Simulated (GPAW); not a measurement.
# KI (Fm-3m) in GPAW: settings compared

Aim: see how the results for KI move with the level of theory and the settings. Levels: TB-mBJ, PBE, PBEsol. Tasks: single point, dielectric tensor, band structure.

Everything below comes from runs of GPAW 26.7.0. Logs are shortened: lines on timing, memory, paths and dates and some standing lists are left out, and cuts for length are marked. The log counts tension as positive stress, the text compression.

**Experimental background.**

A printed reference work, monograph reports, for a bulk crystal of KI: band gap 6.32 eV; high-frequency dielectric constant 2.65.

The runs below are set against these values where they give the same quantity.

## (1) Starting point

Symmetry: Fm-3m, No. 225, cubic system. Conventional cell: a = 7.066 Å, b = 7.066 Å, c = 7.066 Å, α = 90.00°, β = 90.00°, γ = 90.00°. Around I (site symmetry m-3m) lie 6 K at 3.53 Å. Around K (site symmetry m-3m) lie 6 I at 3.53 Å.

## (2) Single point, TB-mBJ

The input, run.py:

```python
from ase import Atoms
from ase.dft.bandgap import bandgap
from ase.io import write
from gpaw import GPAW, PW

atoms = Atoms(['I', 'K'],
              cell=[[0.0, 3.532775, 3.532775],
                    [3.532775, 0.0, 3.532775],
                    [3.532775, 3.532775, 0.0]],
              scaled_positions=[[0.5, 0.5, 0.5],
                                [0.0, 0.0, 0.0]],
              pbc=True)

calc = GPAW(mode=PW(600),
            xc='TB09',
            kpts={'size': (8, 8, 8), 'gamma': True},
            occupations={'name': 'fermi-dirac', 'width': 0.05},
            nbands=16,
            convergence={'density': 1e-05, 'energy': 1e-05},
            eigensolver='cg',
            maxiter=150,
            txt='gpaw.txt')
atoms.calc = calc
energy = atoms.get_potential_energy()
calc.write('gs.gpw')
write('result.traj', atoms)
print('Fermi level:', round(calc.get_fermi_level(), 4), 'eV')
print(f'Gap: {bandgap(calc)[0]:.4f} eV, direct: {bandgap(calc, direct=True)[0]:.4f} eV')
```

Potentials or basis: GPAW PAW data sets for LDA (gpaw-data 1.2.1), pw.

Launch:

```
$ OMP_NUM_THREADS=1 python run.py
```

gpaw.txt:

```text
___ ___ ___ _ _ _
 |   |   |_  | | | |
 | | | | | . | | | |
 |__ |  _|___|_____|  26.7.0
 |___|_|

Input parameters:
  convergence: {density: 1e-05,
                energy: 1e-05}
  eigensolver: cg
  kpts: {gamma: True,
         size: (8, 8, 8)}
  maxiter: 150
  mode: {ecut: 600.0,
         name: pw}
  nbands: 16
  occupations: {name: fermi-dirac,
                width: 0.05}
  xc: TB09

System changes: positions, numbers, cell, pbc, initial_charges, initial_magmoms

Initialize ...

species:
  I:
    name:    Iodine
    Z:       53.0
    valence: 7
    core:    46
    charge:  0.0  # [|e|]
    compensation charges:
      type: gauss
      rc: 0.37  # [Å]
      lmax: 2
    cutoffs:
      filter: 2.06  # [Å]
      core: 2.90  # [Å]
    projectors
    | kind |    occ | energy [eV] | rcut [Å] |
    |------|--------|-------------|----------|
    |   5s |  2.000 |     -17.626 |    1.164 |
    |   5p |  5.000 |      -7.241 |    1.164 |
    |    s |        |       9.585 |    1.164 |
    |    p |        |      19.970 |    1.164 |
    |    d |        |       0.000 |    1.164 |

    Using partial waves for I as LCAO basis

  K:
    name:    Potassium
    Z:       19.0
    valence: 9
    core:    10
    charge:  0.0  # [|e|]
    compensation charges:
      type: gauss
      rc: 0.35  # [Å]
      lmax: 2
    cutoffs:
      filter: 1.91  # [Å]
      core: 1.27  # [Å]
    projectors
    | kind |    occ | energy [eV] | rcut [Å] |
    |------|--------|-------------|----------|
    |   3s |  2.000 |     -35.177 |    1.122 |
    |   4s |  1.000 |      -2.428 |    1.122 |
    |   3p |  6.000 |     -18.839 |    1.106 |
    |    p |        |       8.373 |    1.106 |
    |    d |        |       0.000 |    0.937 |

    Using partial waves for K as LCAO basis

Reference energy: -209724.155214  # eV

Spin-paired calculation

Convergence criteria:
 Maximum [total energy] change in last 3 cyles: 1e-05 eV / valence electron
 Maximum integral of absolute [dens]ity change: 1e-05 electrons / valence electron
 Maximum integral of absolute [eigenst]ate change: 4e-08 eV^2 / valence electron
 Maximum number of scf [iter]ations: 150
 (Square brackets indicate name in SCF output, whereas a 'c' in
 the SCF output indicates the quantity has converged.)

Symmetries present (total): 48

  ( 1  0  0)  ( 1  0  0)  ( 1  0  0)  ( 1  0  0)  ( 1  0 -1)  ( 1  0 -1)
  ( 1  0 -1)  ( 1 -1  0)  ( 0  1  0)  ( 0  0  1)  ( 1  0  0)  ( 1 -1  0)
  ( 1 -1  0)  ( 1  0 -1)  ( 0  0  1)  ( 0  1  0)  ( 1 -1  0)  ( 1  0  0)

  ( 1  0 -1)  ( 1  0 -1)  ( 1 -1  0)  ( 1 -1  0)  ( 1 -1  0)  ( 1 -1  0)
  ( 0  1 -1)  ( 0  0 -1)  ( 1  0  0)  ( 1  0 -1)  ( 0 -1  1)  ( 0 -1  0)
  ( 0  0 -1)  ( 0  1 -1)  ( 1  0 -1)  ( 1  0  0)  ( 0 -1  0)  ( 0 -1  1)

  ( 0  1  0)  ( 0  1  0)  ( 0  1  0)  ( 0  1  0)  ( 0  1 -1)  ( 0  1 -1)
  ( 1  0  0)  ( 0  1 -1)  ( 0  0  1)  (-1  1  0)  ( 1  0 -1)  ( 0  1  0)
  ( 0  0  1)  (-1  1  0)  ( 1  0  0)  ( 0  1 -1)  ( 0  0 -1)  (-1  1  0)

  ( 0  1 -1)  ( 0  1 -1)  ( 0  0  1)  ( 0  0  1)  ( 0  0  1)  ( 0  0  1)
  ( 0  0 -1)  (-1  1  0)  ( 1  0  0)  ( 0  1  0)  ( 0 -1  1)  (-1  0  1)
  ( 1  0 -1)  ( 0  1  0)  ( 0  1  0)  ( 1  0  0)  (-1  0  1)  ( 0 -1  1)

  ( 0  0 -1)  ( 0  0 -1)  ( 0  0 -1)  ( 0  0 -1)  ( 0 -1  1)  ( 0 -1  1)
  ( 1  0 -1)  ( 0  1 -1)  ( 0 -1  0)  (-1  0  0)  ( 1 -1  0)  ( 0  0  1)
  ( 0  1 -1)  ( 1  0 -1)  (-1  0  0)  ( 0 -1  0)  ( 0 -1  0)  (-1  0  1)

  ( 0 -1  1)  ( 0 -1  1)  ( 0 -1  0)  ( 0 -1  0)  ( 0 -1  0)  ( 0 -1  0)
  ( 0 -1  0)  (-1  0  1)  ( 1 -1  0)  ( 0  0 -1)  ( 0 -1  1)  (-1  0  0)
  ( 1 -1  0)  ( 0  0  1)  ( 0 -1  1)  (-1  0  0)  ( 1 -1  0)  ( 0  0 -1)

  (-1  1  0)  (-1  1  0)  (-1  1  0)  (-1  1  0)  (-1  0  1)  (-1  0  1)
  ( 0  1  0)  ( 0  1 -1)  (-1  0  1)  (-1  0  0)  ( 0  0  1)  ( 0 -1  1)
  ( 0  1 -1)  ( 0  1  0)  (-1  0  0)  (-1  0  1)  ( 0 -1  1)  ( 0  0  1)

  (-1  0  1)  (-1  0  1)  (-1  0  0)  (-1  0  0)  (-1  0  0)  (-1  0  0)
  (-1  1  0)  (-1  0  0)  ( 0  0 -1)  ( 0 -1  0)  (-1  1  0)  (-1  0  1)
  (-1  0  0)  (-1  1  0)  ( 0 -1  0)  ( 0  0 -1)  (-1  0  1)  (-1  1  0)

512 k-points: 8 x 8 x 8 Monkhorst-Pack grid + [1/16,1/16,1/16]
29 k-points in the irreducible part of the Brillouin zone
       k-points in crystal coordinates                weights
   0:     0.00000000    0.00000000    0.00000000          1/512
   1:     0.12500000    0.12500000    0.00000000          6/512
   2:     0.12500000    0.12500000    0.12500000          8/512
   3:     0.25000000    0.12500000    0.12500000         12/512
   4:     0.25000000    0.25000000    0.00000000          6/512
   5:     0.25000000    0.25000000    0.12500000         24/512
   6:     0.25000000    0.25000000    0.25000000          8/512
   7:     0.37500000    0.25000000   -0.37500000         24/512
   8:     0.37500000    0.25000000    0.12500000         24/512
   9:     0.37500000    0.25000000    0.25000000         24/512
          ...
  28:     0.50000000    0.50000000    0.50000000          4/512

Wave functions: Plane wave expansion
  Cutoff energy: 600.000 eV
  Number of coefficients (min, max): 2891, 2964
  Pulay-stress correction: 0.000000 eV/Ang^3 (de/decut=0.000000)
  Using FFTW library
  ScaLapack parameters: grid=1x1, blocksize=None
  Wavefunction extrapolation:
    Improved wavefunction reuse through dual PAW basis

Occupation numbers: Fermi-Dirac:
  width: 0.0500  # eV

Eigensolver
   CG(niter=4, rtol=3.0e-01)

Densities:
  Coarse grid: 30*30*30 grid
  Fine grid: 60*60*60 grid
  Total Charge: 0.000000

Density mixing:
  Method: separate
  Backend: msr1
  Linear mixing parameter: 0.05
  old densities: 10
  Width of damping distribution: 1.1
  Damping of long wavelength oscillations: 20

Hamiltonian:
  XC and Coulomb potentials evaluated on a 60*60*60 grid
  Using the TB09 Exchange-Correlation functional
  External potential:
    NoExternalPotential

XC parameters: TB09 with 2 nearest neighbor stencil

Number of atoms: 2
Number of atomic orbitals: 9
Number of bands in calculation: 16
Number of valence electrons: 16
Bands to converge: occupied

... initialized

Initializing position-dependent things.

Density initialized from atomic densities
Creating initial wave functions:
  9 bands from LCAO basis set
  7 bands from random numbers

                   I

       K

Atomic positions and initial magnetic moments

Positions:
   0 I      3.532775    3.532775    3.532775    ( 0.0000,  0.0000,  0.0000)
   1 K      0.000000    0.000000    0.000000    ( 0.0000,  0.0000,  0.0000)

Unit cell:
           periodic     x           y           z      points  spacing
  1. axis:    yes    0.000000    3.532775    3.532775    30     0.1360
  2. axis:    yes    3.532775    0.000000    3.532775    30     0.1360
  3. axis:    yes    3.532775    3.532775    0.000000    30     0.1360

  Lengths:   4.996098   4.996098   4.996098
  Angles:   60.000000  60.000000  60.000000

Effective grid spacing dv^(1/3) = 0.1484

iter:   1  5627.646588
iter:   2  5627.289454   +1.42  -1.05
iter:   3  5628.712536   +0.56  -1.09
iter:   4  5629.181940   -0.35  -1.23
iter:   5  5629.770403   -0.97  -1.30
iter:   6  5630.608667   -1.51  -1.35
iter:   7  5631.063230   -1.60  -1.42
iter:   8  5631.790743   -1.46  -1.51
iter:   9  5631.907771   -1.38  -1.78
iter:  10  5632.103318   -2.14  -2.18
iter:  11  5632.171960   -1.68  -2.23
iter:  12  5632.260447   -2.02  -2.14
iter:  13  5632.501153   -2.85  -2.32
iter:  14  5632.580810   -2.14  -2.26
iter:  15  5632.646327   -3.20  -2.61
iter:  16  5632.556654   -2.76  -2.83
iter:  17  5632.604920   -2.61  -2.75
iter:  18  5632.611157   -3.21  -3.27
iter:  19  5632.622661   -4.23  -3.19
iter:  20  5632.621523   -4.53  -3.10
iter:  21  5632.657657   -4.46  -3.06
iter:  22  5632.679152   -4.55  -3.22
iter:  23  5632.671290   -4.26  -3.25
iter:  24  5632.673983   -4.55  -3.15
iter:  25  5632.671771   -4.78  -3.24
iter:  26  5632.685426   -4.58  -3.25
iter:  27  5632.692304   -5.15  -3.49
iter:  28  5632.697622   -6.29  -3.49
iter:  29  5632.700099   -6.05  -3.55
iter:  30  5632.708199   -6.20  -3.50
iter:  31  5632.724525   -5.22  -3.62
iter:  32  5632.741925   -5.06  -3.92
iter:  33  5632.740624   -4.97  -4.23
iter:  34  5632.743676   -5.63  -4.17
iter:  35  5632.741735   -6.70  -4.40
iter:  36  5632.743208   -6.64  -4.55
iter:  37  5632.741088   -6.87  -4.78
iter:  38  5632.742516   -7.02  -4.69
iter:  39  5632.741730   -7.70c -5.11c
iter:  40  5632.741914   -7.71c -5.17c
iter:  41  5632.741823   -8.20c -5.99c
iter:  42  5632.741960c  -9.44c -5.91c

Converged after 42 iterations.

Dipole moment: (-0.000000, -0.000000, -0.000000) |e|*Ang

Energy contributions relative to reference atoms: (reference = -209724.155214)

Kinetic:        -12.065380
Potential:      +15.813756
External:        +0.000000
XC:            +5630.591353
Entropy (-ST):   -0.000000
Local:           -1.597769
SIC:             +0.000000
--------------------------
Free energy:   +5632.741960
Extrapolated:  +5632.741960

Showing only first 2 kpts
 Kpt  Band  Eigenvalues  Occupancy
  0     6      0.67486    2.00000
  0     7      0.67486    2.00000
  0     8      6.54170    0.00000
  0     9      8.26796    0.00000

  1     6      0.62507    2.00000
  1     7      0.62507    2.00000
  1     8      6.93323    0.00000
  1     9      7.99919    0.00000

Fermi level: 1.74354

Gap: 5.867 eV
Transition (v -> c):
  (s=0, k=0, n=7, [0.00, 0.00, 0.00]) -> (s=0, k=0, n=8, [0.00, 0.00, 0.00])
No difference between direct/indirect transitions
Writing to gs.gpw (mode='')
```

Wall time 1.8 min (1 thread of AMD EPYC 7R43 (Zen 3), shared host); peak memory 0.29 GiB.

What came out:

```yaml
Band_gap_on_the_k_mesh: 5.87 eV, direct
```

Levels at points of the mesh, in eV from the valence-band top:
```csv
k point,band 6,band 7,band 8,band 9,band 10,band 11
"(0.00, 0.00, 0.00)",0.00,0.00,0.00,5.87,7.59,7.59
"(0.50, 0.50, 0.00)",-0.77,-0.29,-0.29,6.30,7.25,8.59
"(0.50, 0.50, 0.50)",-0.99,-0.26,-0.26,7.06,9.06,9.12
```

Caveat: a model potential gives levels but no total energy; spin-orbit coupling is left out, which moves the levels of the heavy elements.

[end of part 1 of 2]
